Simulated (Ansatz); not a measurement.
# CuO (F-43m) in Ansatz: a series of runs

One crystal, CuO, is run at these levels: PBE; tasks: density of states, electric field gradients.

Everything below comes from runs of Ansatz 0.2.0. Logs are shortened: lines on timing, memory, paths and dates and some standing lists are left out, and cuts for length are marked.

## 1. Starting point

The structure is cubic, space group F-43m (No. 216). Conventional cell: a = 4.655 Å, b = 4.655 Å, c = 4.655 Å, α = 90.00°, β = 90.00°, γ = 90.00°. Cu (site symmetry -43m) has 4 O at 2.02 Å as nearest neighbours. O (site symmetry -43m) has 4 Cu at 2.02 Å as nearest neighbours.

Measurements of this composition are mostly on another form, of space group No. 15.

## 2. Density of states, PBE

File input.yaml:

```yaml
crystal:
  lattice:
    - [0.0, 2.32725273, 2.32725273]
    - [2.32725273, 0.0, 2.32725273]
    - [2.32725273, 2.32725273, 0.0]
  atoms:
    - { symbol: Cu, position: [0.0, 0.0, 0.0] }
    - { symbol: O, position: [0.25, 0.25, 0.25] }
kpoints:
  mp_grid: { grid: [10, 10, 10] }
scf:
  occupations: { method: fermi_dirac, width: 0.05 }
hamiltonian:
  xc: pbe
  pseudopotentials: { kind: all_electron, datasets: crystal }
output:
  forces: true
  stress: true
  eigenvalues: true
  dos: { projected: false, de: 0.2, e_range: [-10, 10] }
```

Potentials or basis: all-electron PAW datasets made for the crystal.

Command:

```console
> ansatz run input.yaml --threads 1 --pin off --max-ram 3072MiB --backend cpu --events-out ev --progress --plain --runs-dir out
```

The program printed:

```text
Warning: RAYON_NUM_THREADS=1 ignored (pool sized by the plan → 1); use --threads N
hamiltonian.pseudopotentials.datasets: crystal makes datasets for this crystal and solves the spheres of its atoms anew in each pass: cutoff 440.0 eV, the density's 1760.0 eV; for an error of 0.50 meV an atom under PBE, 1.0 meV for the cell; an energy difference from a run of another recipe may be off by several times the error for the cell, under r2SCAN by more, where some 0.1 meV an atom stays at smaller errors; O in spheres of 0.926 Å, 6 of its electrons in bands; Cu in spheres of 1.085 Å, 11 of its electrons in bands, 8 on its site; only band paths and densities of states list, in semicore columns, the levels of the semicore shells that are solved separately: 3s of Cu, 3p of Cu
Engine: ansatz 0.2.0, x86_64-unknown-linux-gnu
Pseudopotentials: kind: all_electron
Pseudopotential: Cu, paw, valence charge 19, recommended cutoff 440 eV (normal), crystal/all_electron/pbe/scalar/gaussian/Cu, Koelling and Harmon's equation, gaussian nucleus
Pseudopotential: O, paw, valence charge 6, recommended cutoff 440 eV (normal), crystal/all_electron/pbe/scalar/gaussian/O, Koelling and Harmon's equation, gaussian nucleus
Functional definition: PBE
  parameter kappa = 0.804
  parameter beta = 0.06672455060314922
  exchange = pbe_x(kappa = kappa, mu = beta*pi^2/3)
  correlation = pbe_c(beta = beta)
Crystal: 2 atoms, lattice volume = 25.209 Å³
Basis set: ecut = 440 eV, 531 PW (Γ), exchange–correlation on 48×48×48 points (8 copies of the dense FFT grid, shifted against one another)
Bands: 13, of which v1, the nominal top of the filled ones, is band 9 counted from 1 (8 counted from 0)
Symmetry: 24 space group operations
Space group: F-43m (ITA 216), of the structure as read, at distance tolerance 2.9e-5 Å
k-points: 47 of 1000 (time reversal used)
Non-local potential: Cu, projectors of the file, l = 0: 1, l = 1: 1, l = 2: 2
Non-local potential: O, projectors of the file, l = 0: 1, l = 1: 2
PAW form: soft (Blöchl's): semilocal exchange-correlation on the pseudo side does not see the compensation charge
PAW one-centre angular grid: Cu, 590 points (default); XC on its mesh's 1847 points in the sphere
PAW one-centre angular grid: O, 110 points (default); XC on its mesh's 1919 points in the sphere
Initial density: superposition of atomic densities (neutral atoms: chi_scale 0, normalization atom)
Initial wavefunctions: pseudopotential atomic-orbital guess
Functional: x = pbe(κ = 0.804, μ = 0.2195149727645171), c = pbe(β = 0.06672455060314922)
iter 1 solved again at ethr=8.68e-2 eV; its pass at ethr=1.00e-1 eV (dr2=1.48e1 eV) is discarded
SCF iter   1: F=—  HF=-47083.986620 eV  |F-HF|=—  |Δ(HF+E_count)|=         —  Δρ=2.42e-1  dr2=1.50e1  ethr=8.68e-2  ⟨swp⟩=2.0  Hψ=3219  notcnv=0
preconditioner: auto → none  [metal: Δε(μ)=0.010 eV  Ē_g=12.911 eV  σ=0.050 eV  W_gap=0.05  n_scr=8 (ndim 8)  ℏωp=30.5 eV  f_vac=0.000  D(μ)=5.64/eV (n_scr^D=112)  sad-step TF]
SCF iter   2: F=—  HF=-47082.091076 eV  |F-HF|=—  |Δ(HF+E_count)|=    1.90e0  Δρ=1.32e-1  dr2=2.40e0  ethr=8.68e-2  ⟨swp⟩=3.0  Hψ=1455  notcnv=0
iter 3 solved again at ethr=8.95e-4 eV; its pass at ethr=1.41e-2 eV (dr2=1.52e-1 eV) is discarded
SCF iter   3: F=—  HF=-47081.023278 eV  |F-HF|=—  |Δ(HF+E_count)|=    1.07e0  Δρ=3.22e-2  dr2=1.53e-1  ethr=8.95e-4  ⟨swp⟩=2.0  Hψ=2660  notcnv=0
SCF iter   4: F=—  HF=-47080.985664 eV  |F-HF|=—  |Δ(HF+E_count)|=   3.76e-2  Δρ=2.05e-2  dr2=6.03e-2  ethr=8.95e-4  ⟨swp⟩=3.0  Hψ=1370  notcnv=0
SCF iter   5: F=—  HF=-47080.975329 eV  |F-HF|=—  |Δ(HF+E_count)|=   1.03e-2  Δρ=6.04e-3  dr2=7.51e-3  ethr=3.55e-4  ⟨swp⟩=2.0  Hψ=1506  notcnv=0
SCF iter   6: F=—  HF=-47080.975528 eV  |F-HF|=—  |Δ(HF+E_count)|=   1.99e-4  Δρ=2.45e-3  dr2=1.59e-3  ethr=4.42e-5  ⟨swp⟩=2.3  Hψ=1131  notcnv=0
SCF iter   7: F=—  HF=-47080.975277 eV  |F-HF|=—  |Δ(HF+E_count)|=   2.51e-4  Δρ=1.49e-4  dr2=4.74e-6  ethr=9.37e-6  ⟨swp⟩=2.0  Hψ=1320  notcnv=0
SCF iter   8: F=—  HF=-47080.975289 eV  |F-HF|=—  |Δ(HF+E_count)|=   1.19e-5  Δρ=4.25e-5  dr2=1.85e-7  ethr=2.79e-8  ⟨swp⟩=3.0  Hψ=1412  notcnv=0
SCF iter   9: F=-47080.975289 eV  HF=-47080.975289 eV  |F-HF|=0.00e0  |Δ(HF+E_count)|=   1.60e-7  Δρ=1.18e-5  dr2=1.63e-8  ethr=1.09e-9  ⟨swp⟩=2.9  Hψ=1082  notcnv=0
SCF 1 converged in 9 iterations: F = -47080.975288 eV  dr2 = 1.63e-8
  Residual-converged pass: ⟨swp⟩=3.1  Hψ=1339  notcnv=0  max |occ|·‖R‖ = 4.8e-6 eV (tolerance 5.3e-6 eV)  dr2=1.59e-8  dr2_onsite=2.13e-8  max |Δocc| = 4.3e-10
SCF converged after 9 iterations
Free energy (F): -47080.975288 eV
Harris-Foulkes:  -47080.975288 eV  (|F-HF|=0.00e0)
Internal energy: -47080.951648 eV  (E = F + TS)
E sigma→0 (E₀):  -47080.963468 eV
Entropy (-TS):   -0.023639 eV (-11.820 meV/atom)
Past the cutoff: the bands carry plane waves up to 1.75 times it, of which those up to 1.5 times it add -0.000170 eV an atom, each by itself; the spheres take 0.000176 eV an atom off the energy for waves past 1.75 times it
By the cutoff:   a pressure is off by up to 0.007 GPa (1.2 times the spheres' own share and the shells' term, over an atom's volume, and 0.004 GPa: a bound that held against runs at twice the plane waves)
Past the cutoffs: a stress includes 0.0021 GPa for waves and charges beyond them, in addition to the slope of what the spheres take
In the spheres:  the bands' charges fall short by 9.5e-7 e at most (sound up to 1e-3), those of shells solved beside the bands by 1.3e-7 e (sound up to 5e-4)
Fermi energy:    8.276598 eV
--- Per-component energies (eV) ---
  E_band       = 67.036478
  E_kinetic    = 295.383693
  E_local      = -4087.110302  (includes V_loc(G=0)·N_el)
  E_nonlocal   = 159.223303
  E_hartree    = 1963.402512
  E_xc         = -116.035345
  E_vxc        = -140.165551  (∫ρ·V_xc dr)
  E_paw        = -48755.951917  (= ΣΔE_a)
  E_vpaw       = -6645.631280  (= ΣTr[D̂ρ^β])
  E_ewald      = -3098.389916
  E_smearing   = -0.023639  (= −TS)
  E_closure    = 6558.526324  (closes the sum)
  Σ components = -47080.975288   (vs F -47080.975288, Δ=0.00e0)
  The terms above E_closure are by the made datasets' own strengths, without shells solved beside the bands.
--- Forces (eV/Å), atoms counted from 1 ---
  atom   1  Cu    -0.00000000    -0.00000000    -0.00000000
  atom   2  O      0.00000000     0.00000000    -0.00000000
  max |Σ_I F_I| component: 7.98e-17 eV/Å
--- Stress (GPa, compression-positive) ---
       -9.547789       0.000000       0.000000
        0.000000      -9.547789       0.000000
        0.000000       0.000000      -9.547789
  P = ⅓ Tr σ = -9.5478 GPa (-95.478 kbar)
  It holds what live shells' own plane waves past their cutoff add
--- Band table (eV; the first three rows and the last of 47) ---
  k-point 0: bands = ["-10.0323", "3.8929", "3.8929", "3.8929", "6.4570", "6.4570", "8.9951", "8.9951", "8.9951", "9.1169", "22.0722"]
  k-point 1: bands = ["-9.9829", "3.7438", "3.9202", "3.9202", "6.4487", "6.4487", "8.4946", "8.9374", "8.9374", "9.8167", "21.1937"]
  k-point 2: bands = ["-9.8513", "3.4206", "3.9890", "3.9890", "6.4401", "6.4401", "7.9248", "8.7786", "8.7786", "10.8807", "19.5130"]
  k-point 46: bands = ["-9.3253", "3.3253", "3.9378", "4.5284", "6.3204", "6.4218", "6.7583", "6.9491", "7.7110", "15.4917", "17.3422"]
```

dos.tsv:

```text
# E-E_F[eV]	g_bin_mean(E)[states/eV]	N(E)	semicore_g_bin_mean(E)[states/eV]	semicore_N(E)
# format = ansatz-dos/2
# fermi_ev = 8.276598
# fermi_mp_grid = 10 10 10
# fermi_mp_shift = 0 0 0
[... 4 lines left out ...]
-10.000000	0.000000e0	2.000000e0	0.000000e0	8.000000e0
-9.800000	0.000000e0	2.000000e0	0.000000e0	8.000000e0
-9.600000	0.000000e0	2.000000e0	0.000000e0	8.000000e0
-9.400000	0.000000e0	2.000000e0	0.000000e0	8.000000e0
-9.200000	0.000000e0	2.000000e0	0.000000e0	8.000000e0
-9.000000	0.000000e0	2.000000e0	0.000000e0	8.000000e0
[... 93 lines left out ...]
9.800000	4.320167e-1	2.150133e1	0.000000e0	8.000000e0
10.000000	3.834764e-1	2.158414e1	0.000000e0	8.000000e0
```

It took 22 s on 1 thread of Intel Xeon at 2.50GHz (Skylake/Cascade Lake), shared host; peak memory 0.51 GiB.

Results:

| Quantity | Value |
| --- | --- |
| Free energy | -47080.9753 eV |
| Pressure | -9.5 GPa |
| Band gap on the k mesh | none (metal or under the smearing width) |

States per cell in windows of 0.5 eV (zero at the Fermi level; states under -8 eV left out):
| from (eV) | total |
| --- | --- |
| -8.0 | 0.00 |
| -7.5 | 0.00 |
| -7.0 | 0.00 |
| -6.5 | 0.00 |
| -6.0 | 0.00 |
| -5.5 | 1.44 |
| -5.0 | 0.60 |
| -4.5 | 2.88 |
| -4.0 | 1.09 |
| -3.5 | 0.00 |
| -3.0 | 0.00 |
| -2.5 | 0.67 |
| -2.0 | 3.65 |
| -1.5 | 1.52 |
| -1.0 | 1.48 |
| -0.5 | 1.71 |
| 0.0 | 0.87 |
| 0.5 | 0.10 |
| 1.0 | 0.01 |
| 1.5 | 0.02 |
| 2.0 | 0.04 |
| 2.5 | 0.06 |
| 3.0 | 0.08 |
| 3.5 | 0.10 |
| 4.0 | 0.13 |
| 4.5 | 0.16 |
| 5.0 | 0.21 |
| 5.5 | 0.30 |
| 6.0 | 0.32 |
| 6.5 | 0.34 |
| 7.0 | 0.25 |
| 7.5 | 0.13 |

Caveat: the program warned that the printed levels may be off, so bands, gaps and densities of states are rough; an odd number of electrons without spin polarisation forces a metal; a magnetic or distorted state may lie lower; the run has no spin polarisation, though such a crystal can be magnetic; semilocal functionals often make such compounds metallic where correlation or magnetic order opens a gap, which also shifts bond lengths.

## 3. Electric field gradients, PBE

input.yaml, as its differences from that of step 2:

```diff
@@ -19,2 +19,2 @@
   eigenvalues: true
-  dos: { projected: false, de: 0.2, e_range: [-10, 10] }
+  efg: {}
```

Potentials or basis: all-electron PAW datasets made for the crystal.

Command:

```console
> ansatz run input.yaml --threads 1 --pin off --max-ram 3072MiB --backend cpu --events-out ev --progress --plain --runs-dir out
```

The program printed:

```text
Warning: RAYON_NUM_THREADS=1 ignored (pool sized by the plan → 1); use --threads N
hamiltonian.pseudopotentials.datasets: crystal makes datasets for this crystal and solves the spheres of its atoms anew in each pass: cutoff 440.0 eV, the density's 1760.0 eV; for an error of 0.50 meV an atom under PBE, 1.0 meV for the cell; an energy difference from a run of another recipe may be off by several times the error for the cell, under r2SCAN by more, where some 0.1 meV an atom stays at smaller errors; O in spheres of 0.926 Å, 6 of its electrons in bands; Cu in spheres of 1.085 Å, 11 of its electrons in bands, 8 on its site; only band paths and densities of states list, in semicore columns, the levels of the semicore shells that are solved separately: 3s of Cu, 3p of Cu
[... 8 set-up lines as earlier in the session ...]
[... 59 lines left out ...]
  max |Σ_I F_I| component: 7.98e-17 eV/Å
--- Stress (GPa, compression-positive) ---
       -9.547789       0.000000       0.000000
        0.000000      -9.547789       0.000000
        0.000000       0.000000      -9.547789
  P = ⅓ Tr σ = -9.5478 GPa (-95.478 kbar)
  It holds what live shells' own plane waves past their cutoff add
--- PAW observables at the nuclei: V_zz in 10²¹ V/m², potentials from the cell's mean, atoms counted from 1 ---
  atom   1  Cu V_zz =    -0.000000   η = 0.0000   by run symmetry: forbidden
            electrostatic potential = -3754.013921 V   contact ρ = 147617.815530 e/Å³
  atom   2  O  V_zz =    -0.000000   η = 0.0000   by run symmetry: forbidden
            electrostatic potential = -621.969458 V   contact ρ = 2159.733862 e/Å³
--- Band table (eV; the first three rows and the last of 47) ---
  k-point 0: bands = ["-10.0323", "3.8929", "3.8929", "3.8929", "6.4570", "6.4570", "8.9951", "8.9951", "8.9951", "9.1169", "22.0722"]
  k-point 1: bands = ["-9.9829", "3.7438", "3.9202", "3.9202", "6.4487", "6.4487", "8.4946", "8.9374", "8.9374", "9.8167", "21.1937"]
  k-point 2: bands = ["-9.8513", "3.4206", "3.9890", "3.9890", "6.4401", "6.4401", "7.9248", "8.7786", "8.7786", "10.8807", "19.5130"]
  k-point 46: bands = ["-9.3253", "3.3253", "3.9378", "4.5284", "6.3204", "6.4218", "6.7583", "6.9491", "7.7110", "15.4917", "17.3422"]
```

It took 20 s on 1 thread of Intel Xeon at 2.50GHz (Skylake/Cascade Lake), shared host; peak memory 0.51 GiB.

Results:

```yaml
Free_energy: -47080.9753 eV
Pressure: -9.5 GPa
Band_gap_on_the_k_mesh: none (metal or under the smearing width)
```

Caveat: an odd number of electrons without spin polarisation forces a metal; a magnetic or distorted state may lie lower; the run has no spin polarisation, though such a crystal can be magnetic; semilocal functionals often make such compounds metallic where correlation or magnetic order opens a gap, which also shifts bond lengths. With open d or f shells a metallic result of PBE can be an artefact of self-interaction; +U or a hybrid may open a gap.

## 4. Density of states, PBE

input.yaml, as its differences from that of step 3:

```diff
@@ -19,2 +19,4 @@
   eigenvalues: true
-  efg: {}
+  dos: { projected: false, de: 0.1, e_range: [-10, 6] }
+  elf: true
+  volumetric_format: npy
```

Command:

```console
> ansatz run input.yaml --threads 1 --pin off --max-ram 3072MiB --backend cpu --events-out ev --progress --plain --runs-dir out
```

It took 23 s on 1 thread of Intel Xeon at 2.50GHz (Skylake/Cascade Lake), shared host; peak memory 0.51 GiB.

Results (log left out):

- Free energy: -47080.9753 eV
- Pressure: -9.5 GPa
- Band gap on the k mesh: none (metal or under the smearing width)

Levels at points of the mesh, in eV from the Fermi level:
```tsv
k point	band 5	band 6	band 7	band 8	band 9	band 10	band 11
(0.00, 0.00, 0.00)	-1.82	-1.82	0.72	0.72	0.72	0.84	13.80
(0.00, 0.00, -0.50)	-1.72	-1.72	-1.64	-0.01	-0.01	5.77	7.59
(0.00, -0.50, -0.50)	-2.02	-1.62	-1.27	-1.01	-1.01	5.74	9.16
```

States per cell in windows of 1 eV (zero at the Fermi level; states under -8 eV left out):
| from (eV) | total |
| --- | --- |
| -8.0 | 0.00 |
| -7.0 | 0.00 |
| -6.0 | 1.33 |
| -5.0 | 3.36 |
| -4.0 | 1.32 |
| -3.0 | 0.09 |
| -2.0 | 5.59 |
| -1.0 | 3.22 |
| 0.0 | 1.09 |
| 1.0 | 0.02 |
| 2.0 | 0.09 |
| 3.0 | 0.17 |
| 4.0 | 0.28 |
| 5.0 | 0.49 |

Caveat: the program warned that the printed levels may be off, so bands, gaps and densities of states are rough; an odd number of electrons without spin polarisation forces a metal; a magnetic or distorted state may lie lower; the run has no spin polarisation, though such a crystal can be magnetic; semilocal functionals often make such compounds metallic where correlation or magnetic order opens a gap, which also shifts bond lengths.
